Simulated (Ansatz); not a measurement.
Write a Python script for the Python package of Ansatz (0.2.0) that makes a calculation of the dielectric tensor and Born charges of InSe, space group R3m. Level of theory: PBEsol, PAW, cutoff 422 eV, 6×6×6 k-points, fixed occupations, D4 dispersion.

Input file `inse.extxyz`:
```text
4
Lattice="2.0 1.15470054 8.44 -2.0 1.15470054 8.44 0.0 -2.30940108 8.44" Properties=species:S:1:pos:R:3 pbc="T T T"
In    0.00000000    0.00000000    0.00000000
In    0.00000000    0.00000000    2.82064800
Se    0.00000000   -0.00000000   15.60978000
Se    0.00000000    0.00000000   20.96749200
```

The script, `run_eps.py`:
```python
# -*- coding: utf-8 -*-
"""Response of InSe to an electric field."""

import warnings

import ansatz as az
import numpy as np

config = {
    "kmesh": (6, 6, 6),
    "functional": "PBEsol",
    "vdw": "D4",
    "scf_tol": 1e-09,
    "filling": "fixed",
}

warnings.simplefilter("ignore", az.DeckWarning)

structure = az.Crystal.from_extxyz("inse.extxyz")

# an insulator: whole occupations
setup = (
    structure.calculation()
    .kpoints(mesh=config["kmesh"])
    .functional(config["functional"], dispersion=config["vdw"])
    .pseudopotentials("paw")
    .basis(31 * az.Ry)
    .scf(tolerance=config["scf_tol"])
    .occupations(config["filling"])
    .dielectric()
)
out = setup.run()
response = out.dielectric
eps = np.asarray(response.eps_inf)

print(f"mean eps_inf {np.trace(eps) / 3:.3f}, fraction of exact exchange 1/eps = {3 / np.trace(eps):.3f}")
print(np.array2string(eps, precision=3, suppress_small=True))
for index, (site, z) in enumerate(zip(out.lattice.sites, response.zstar_e)):
    print("Born charge tensor of", site.symbol, index)
    print(np.round(z, 3) + 0.0)
print(f"charge neutrality missed by {response.zstar_sum_residual_pre_e:.4f} e before the sum rule")
```

```console
$ python run_eps.py
mean eps_inf 8.768, fraction of exact exchange 1/eps = 0.114
[[ 8.379  0.     0.   ]
 [ 0.     8.379  0.   ]
 [-0.     0.     9.545]]
Born charge tensor of In 0
[[2.36  0.    0.   ]
 [0.    2.36  0.   ]
 [0.    0.    1.207]]
Born charge tensor of In 1
[[2.406 0.    0.   ]
 [0.    2.406 0.   ]
 [0.    0.    1.141]]
Born charge tensor of Se 2
[[-2.391  0.     0.   ]
 [ 0.    -2.391  0.   ]
 [ 0.     0.    -1.214]]
Born charge tensor of Se 3
[[-2.375  0.     0.   ]
 [ 0.    -2.375  0.   ]
 [ 0.     0.    -1.135]]
charge neutrality missed by 0.0078 e before the sum rule
```

Notes:
- With fixed filling the reported Fermi level is the top filled level among the k-points of the SCF.
- Of the deposited cell: the entry's cell lengths or inner coordinates differ somewhat from later room-temperature determinations.
- Averages over directions belong to no single polarisation, least of all in layered crystals.
- Pressure is positive in compression.
- The structure is a deposited one; some such entries were measured under pressure or heat, so a shift against it needn't be the functional's error alone.
- This is the electronic (clamped-ion) response; a semilocal gap that is too small tends to raise it. The typed mesh is that of the SCF; the response is solved on denser meshes that the run picks.
- Timing: 12 min on 1 thread of Arm Neoverse V1 (shared host), peak memory 2.2 GiB.
